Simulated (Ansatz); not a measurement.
## CuCl: one input, then a changed one

The structure comes from a relaxation in the same program, started in the zincblende type, and has space group F-43m. Whether it is a known phase or the ground state wasn't checked.

First run: DFT, LDA, PAW with Ansatz's default frozen-core files, scalar-relativistic (Ansatz 0.2.0).

Command: `ansatz run input.yaml --threads 1 --pin off --max-ram 2048MiB --backend cpu --events-out ev --progress --plain --runs-dir out` The run took 9.4 s on 1 thread of Intel(R) Xeon(R) Platinum 8259CL CPU @ 2.50GHz (Skylake/Cascade Lake) (shared host).

```yaml
crystal:
  lattice:
    - [0.0, 2.7120904331, 2.7120904331]
    - [2.7120904331, 0.0, 2.7120904331]
    - [2.7120904331, 2.7120904331, 0.0]
  atoms:
    - { symbol: Cu, position: [0.0, 0.0, 0.0] }
    - { symbol: Cl, position: [0.25, 0.25, 0.25] }
kpoints:
  mp_grid: { grid: [12, 12, 12] }
  band_path:
    path:
      - [0.0, 0.0, 0.0]
      - [-0.5, -0.5, 0.0]
      - [-0.375, -0.375, 0.25]
      - [-0.375, 0.0, 0.375]
      - [0.0, 0.0, 0.0]
      - [0.0, 0.0, 0.5]
      - [-0.5, -0.25, 0.25]
      - [-0.5, -0.5, 0.0]
    npoints: 5
scf:
  occupations: { method: fermi_dirac, width: 0.05 }
hamiltonian:
  xc: lda
  pseudopotentials: { kind: paw }
output:
  forces: true
  stress: true
  eigenvalues: true
  efg: { contact_densities: true }
```

Result: converged; pressure -6.67 GPa; gap on the k mesh 0.38 eV; 7 SCF iterations.

The input is then changed:

```diff
@@ -21,8 +21,9 @@
     npoints: 5
 scf:
-  occupations: { method: fermi_dirac, width: 0.05 }
+  occupations: { method: cold, width: 0.001 }
+  initial_density: { chi_scale: 0.0 }
 hamiltonian:
   xc: lda
-  pseudopotentials: { kind: paw }
+  pseudopotentials: { kind: nc }
 output:
   forces: true
```

Q: Predict the outcome of the changed run.

A: It was refused before any iteration. The program says:
```
Error: output.efg without hamiltonian.pseudopotentials.kind: paw|paw_fr|all_electron or hamiltonian.pseudopotentials.kind: all_electron — the all-electron EFG reconstruction needs the PAW one-centre densities; drop the efg request, or set kind: paw (paw_fr under spin-orbit coupling) (under a functional that reads the kinetic-energy density, kind: paw is refused in some combinations and carries risks of its own in the rest: see hamiltonian.xc for the refusals and hamiltonian.pseudopotentials.kind for the risks, both in the input reference; kind: paw is refused beside gw.static_remainder)
```
